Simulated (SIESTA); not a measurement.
# BN under changes of volume

One of the cells (5.959 Å³/atom); the others are scaled copies at fixed shape and fractional positions:

```
N B
1.0
     0.00000    1.81300    1.81300
     1.81300    0.00000    1.81300
     1.81300    1.81300    0.00000
N B
1 1
Direct
  0.25000 0.25000 0.25000
  0.00000 0.00000 0.00000
```

The cell is a database's computed one.

```yaml
Program: SIESTA 5.4.2
Functional: BLYP
Potentials_or_basis: PseudoDojo 0.4 standard (PBE files)
Basis: DZP (energy shift 0.002 Ry)
Grid_cutoff: 800 Ry
Energy_shift: 0.002 Ry
k_mesh: 13 × 13 × 13
Occupations: fermi-dirac, width 0.05 eV
Spin: no spin polarisation
```

```tsv
volume (Å³/atom)	energy over the lowest point (meV/atom)	pressure (GPa)	gap on the mesh (eV)
5.602	?	?	?
5.721	44.00	31.8	5.06
5.840	23.81	22.7	5.02
5.959	10.04	14.5	4.99
6.078	2.23	6.6	4.95
6.198	0.00	-0.6	4.92
6.317	2.89	-6.9	4.89
```

**Question.** What does the run at 5.602 Å³/atom give?

**Answer.** Energy over the lowest point 71.28 meV/atom; pressure 41.7 GPa; gap on the mesh 5.09 eV.

Worked out: A Birch-Murnaghan fit of order 3 (a polynomial in V^(-2/3)) to the other rows has its minimum at 6.19 Å³/atom with B0 = V·E''(V) = 361 GPa and B' = 2.9. It gives 71.14 meV/atom at 5.602 Å³/atom, against the run's 71.28, and -dE/dV = 41.5 GPa, against 41.7. A straight line through the other rows of the gap, of slope -1.72 eV per unit of ln V, extrapolates to 5.09 eV, against the run's 5.09.

Energies are extrapolated to zero smearing.

Caveats: the potentials were made for another functional, which shifts forces and pressure; an odd mesh through Γ misses points on the zone boundary, where band edges often lie; the basis of atomic orbitals isn't converged, which shifts pressures, moduli and gaps.
